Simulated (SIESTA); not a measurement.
The system is BN.

```
N B
1.0
     0.00000    1.81300    1.81300
     1.81300    0.00000    1.81300
     1.81300    1.81300    0.00000
N B
1 1
Direct
  0.25000 0.25000 0.25000
  0.00000 0.00000 0.00000
```

The cell is a database's computed one.

Base run:

* Program: SIESTA 5.4.2
* Functional: PBEsol
* Potentials or basis: PseudoDojo 0.4 standard (PBEsol files)
* Basis: DZP (energy shift 0.003 Ry)
* Grid cutoff: 800 Ry
* Energy shift: 0.003 Ry
* k mesh: 13 × 13 × 13
* Occupations: fermi-dirac, width 0.05 eV
* Spin: no spin polarisation

Its results: band gap on the k mesh 4.45 eV, indirect (least direct gap 8.79 eV); pressure -2.4 GPa.

Question: The run is repeated on the same cell with these changes: functional from PBEsol to LDA; potentials or basis from PseudoDojo 0.4 standard (PBEsol files) to PseudoDojo 0.4 standard (LDA files). What comes out?

Answer: Band gap on the k mesh 4.51 eV, indirect (least direct gap 8.72 eV); pressure -10.9 GPa.

Caveats: the basis of atomic orbitals isn't converged, which shifts pressures, moduli and gaps; an odd mesh through Γ misses points on the zone boundary, where band edges often lie (some runs).

Not every run made on this cell is shown here.
